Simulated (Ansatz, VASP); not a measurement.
BN in VASP and in Ansatz

The input INCAR:

```
SYSTEM = BN
  PREC = Accurate
  ENCUT = 520
  EDIFF = 1E-6
  ISMEAR = 0
  SIGMA = 0.05
  LREAL = .FALSE.
  LASPH = .TRUE.
  NELM = 80
  ALGO = Normal
  ISIF = 2
  LWAVE = .FALSE.
  LCHARG = .TRUE.
  GGA = PE
  LELF = .TRUE.
  LVHAR = .TRUE.
  NBANDS = 16
```

KPOINTS

```
Automatic mesh
0
G
  6 6 6
  0 0 0
```

POSCAR

```
BN
1.0
    0.0000000000     -1.8123937734     -1.7640028597
   -1.7640028597      0.0000000000     -1.7640028597
    1.7640028597      1.8123937734     -3.5280057193
B N
2 2
Direct
   -0.0079968350      0.0356553883      0.0000000000
    0.5079968350      0.4643446117      0.5000000000
    0.3668163164      0.4114884879      0.8750000000
    0.8831836836      0.8385115121      0.3750000000
```

Input for Ansatz:

```yaml
crystal:
  lattice:
    - [0.0, -1.8123937734, -1.7640028597]
    - [-1.7640028597, 0.0, -1.7640028597]
    - [1.7640028597, 1.8123937734, -3.5280057193]
  atoms:
    - { symbol: B, position: [-0.007996835, 0.0356553883, 0.0] }
    - { symbol: B, position: [0.507996835, 0.4643446117, 0.5] }
    - { symbol: "N", position: [0.3668163164, 0.4114884879, 0.875] }
    - { symbol: "N", position: [0.8831836836, 0.8385115121, 0.375] }
basis:
  ecutwfc: 520.0
kpoints:
  mp_grid: { grid: [6, 6, 6] }
hamiltonian:
  xc: pbe
scf:
  occupations: { method: gaussian, width: 0.05 }
output:
  forces: true
  stress: true
  eigenvalues: true
```

Change from the starting cell: mode 4 frozen in at -0.085 Å, equal normal strain along x and y -0.0267.

Alike in both runs: task single point; functional PBE; k mesh 6 × 6 × 6; occupations gaussian, width 0.05 eV; no spin polarisation.

|  | VASP | Ansatz |
| --- | --- | --- |
| version | VASP 6.6.1 | Ansatz 0.2.0 |
| potentials or method | VASP PAW PBE potentials, release 64 (B, N) | scalar-relativistic, plane waves, PAW |
| plane-wave cutoff (eV) | 520 | 520 |
| valence electrons in the cell | 16 | 16 |

VASP gave:

```
gap on the k mesh at the Fermi level (eV)       : 4.19
least direct gap on the mesh (eV)               : 6.09
pressure (GPa)                                  : 22.3
largest component of the traceless stress (GPa) : 10.36
rms of the force components (eV/Å)              : 0.505
```

Estimate Ansatz's values.

gap on the k mesh at the Fermi level (eV): 4.20; least direct gap on the mesh (eV): 6.11; pressure (GPa): 21.9; largest component of the traceless stress (GPa): 10.35; rms of the force components (eV/Å): 0.506.

Atom by atom the forces differ by 0.001 eV/Å (rms over components).

Caveats: the k mesh is coarse (spacing up to 0.49 Å⁻¹), so the values aren't converged; so large a pressure means that the cell lies far from this level's equilibrium, or that cutoff or potentials fall short (VASP). A k mesh can miss the band edges.
